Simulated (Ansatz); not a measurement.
A plane-wave DFT run in Ansatz 0.2.0 (scalar-relativistic PAW potentials unless the input names others): input and command.

```yaml
crystal:
  lattice:
    - [3.3350615455, 0.0, 0.0]
    - [0.0, 3.3350615455, 0.0]
    - [0.0, 0.0, 3.3350615455]
  atoms:
    - { symbol: Sc, position: [0.5, 0.5, 0.5] }
    - { symbol: Al, position: [0.0, 0.0, 0.0] }
basis:
  ecutwfc: 500
  precision: f64
kpoints:
  mp_grid: { grid: [12, 12, 12] }
hamiltonian:
  xc: r2scan
scf:
  occupations: { method: fermi_dirac, width: 0.005 }
  eigensolver: { kind: davidson }
output:
  forces: true
  eigenvalues: true
  stress: true
```

```bash
ansatz run input.yaml --threads 1 --pin off --max-ram 2560MiB --backend cpu --events-out ev --progress --plain --runs-dir out
```

Abridged log:
```
Pseudopotentials: kind: paw
Pseudopotential: Sc, paw, valence charge 11, recommended cutoff 500 eV (meta_gga)
Pseudopotential: Al, paw, valence charge 3, recommended cutoff 500 eV (meta_gga)
Functional definition: r2SCAN
Crystal: 2 atoms, lattice volume = 37.095 Å³
Basis set: ecut = 500 eV, 925 PW (Γ), exchange–correlation on 100×100×100 points (64 copies of the dense FFT grid, shifted against one another)
Bands: 11, of which v1, the nominal top of the filled ones, is band 7 counted from 1 (6 counted from 0)
Symmetry: 48 space group operations
Space group: Pm-3m (ITA 221), of the structure as read, at distance tolerance 3.3e-5 Å
k-points: 84 of 1728
Initial density: superposition of atomic densities (neutral atoms: chi_scale 0, normalization atom), corrected by the library's trained network
Initial wavefunctions: pseudopotential atomic-orbital guess
Functional: x = r2scan, c = r2scan; τ floored in thin density (d = 2e-4 eV/Å³)
SCF iter   1: F=—  HF=-2681.919616 eV  |F-HF|=—  |Δ(HF+E_count)|=         —  Δρ=7.50e-3  dr2=1.80e-2  dr2_τ=1.01e-2  ethr=1.77e-3  ⟨swp⟩=5.2  Hψ=4079  notcnv=2
SCF iter   2: F=—  HF=-2681.956024 eV  |F-HF|=—  |Δ(HF+E_count)|=   3.64e-2  Δρ=2.67e-3  dr2=2.64e-3  dr2_τ=3.59e-4  ethr=1.29e-4  ⟨swp⟩=4.8  Hψ=3294  notcnv=0  defer=3
SCF iter   3: F=—  HF=-2681.955628 eV  |F-HF|=—  |Δ(HF+E_count)|=   3.97e-4  Δρ=1.43e-3  dr2=4.79e-4  dr2_τ=2.56e-5  ethr=1.88e-5  ⟨swp⟩=4.2  Hψ=2429  notcnv=0  defer=2
automatic band count: iteration 3 solves 10 bands in place of 11: the levels show a gap, and the empty bands left out lie too high to hold charge; the band table lists the bands solved (type scf.n_extra_bands for more)
SCF iter   4: F=—  HF=-2681.955701 eV  |F-HF|=—  |Δ(HF+E_count)|=   7.30e-5  Δρ=6.05e-4  dr2=8.85e-5  dr2_τ=5.19e-6  ethr=3.42e-6  ⟨swp⟩=2.8  Hψ=1782  notcnv=0
SCF iter   5: F=—  HF=-2681.955707 eV  |F-HF|=—  |Δ(HF+E_count)|=   6.72e-6  Δρ=9.79e-5  dr2=2.37e-6  dr2_τ=3.72e-7  ethr=1.44e-8  ⟨swp⟩=4.2  Hψ=4035  notcnv=0
SCF iter   6: F=—  HF=-2681.955708 eV  |F-HF|=—  |Δ(HF+E_count)|=   2.28e-7  Δρ=1.52e-5  dr2=1.09e-7  dr2_τ=8.53e-9  ethr=1.44e-8  ⟨swp⟩=3.0  Hψ=1586  notcnv=0
SCF iter   7: F=-2681.955708 eV  HF=-2681.955708 eV  |F-HF|=1.46e-8  |Δ(HF+E_count)|=   4.80e-8  Δρ=5.59e-6  dr2=1.89e-8  dr2_τ=4.59e-10  ethr=7.75e-10  ⟨swp⟩=4.8  Hψ=2004  notcnv=0
SCF 1 converged in 7 iterations: F = -2681.955708 eV  dr2 = 1.89e-8
  Residual-converged pass: ⟨swp⟩=3.0  Hψ=1822  notcnv=0  max |occ|·‖R‖ = 6.6e-6 eV (tolerance 6.7e-6 eV) dr2=1.87e-8  dr2_τ=4.81e-10  dr2_onsite=1.22e-9  max |Δocc| = 1.2e-12
SCF converged after 7 iterations
Free energy (F): -2681.955708 eV
Harris-Foulkes:  -2681.955708 eV  (|F-HF|=1.46e-8)
Internal energy: -2681.955611 eV  (E = F + TS)
E sigma→0 (E₀):  -2681.955659 eV
Entropy (-TS):   -0.000097 eV (-0.048 meV/atom)
Fermi energy:    10.037223 eV
--- Forces (eV/Å), atoms counted from 1 ---
  atom   1  Sc     0.00000000     0.00000000     0.00000000
  atom   2  Al     0.00000000     0.00000000     0.00000000
--- Stress (GPa, compression-positive) ---
        2.704548       0.000000       0.000000
        0.000000       2.704548       0.000000
        0.000000       0.000000       2.704548
  P = ⅓ Tr σ = 2.7045 GPa (27.045 kbar)
```

Apart from outputs and empty bands, the input differs from a reference run on usual settings in scf.eigensolver.kind: not typed → "davidson"; basis.precision: not typed → "f64"; scf.occupations.method: "gaussian" → "fermi_dirac"; scf.occupations.width: 0.1 → 0.005. The reference, at the same geometry (not necessarily relaxed), gave pressure 2.72 GPa, largest force 0.000 eV/Å, no gap on the mesh. This run converged in 7 SCF iterations (reference: 6) with an energy at zero smearing 0.02 meV/atom above the reference's, pressure 2.70 GPa, largest force 0.000 eV/Å, no gap on the mesh. Its k mesh, for so narrow a smearing in a metal, is looser than usual, yet energy, pressure and forces hardly moved.

The run took 7.5 s on 1 thread of Arm Neoverse V1, on a shared host, peak memory 0.38 GiB.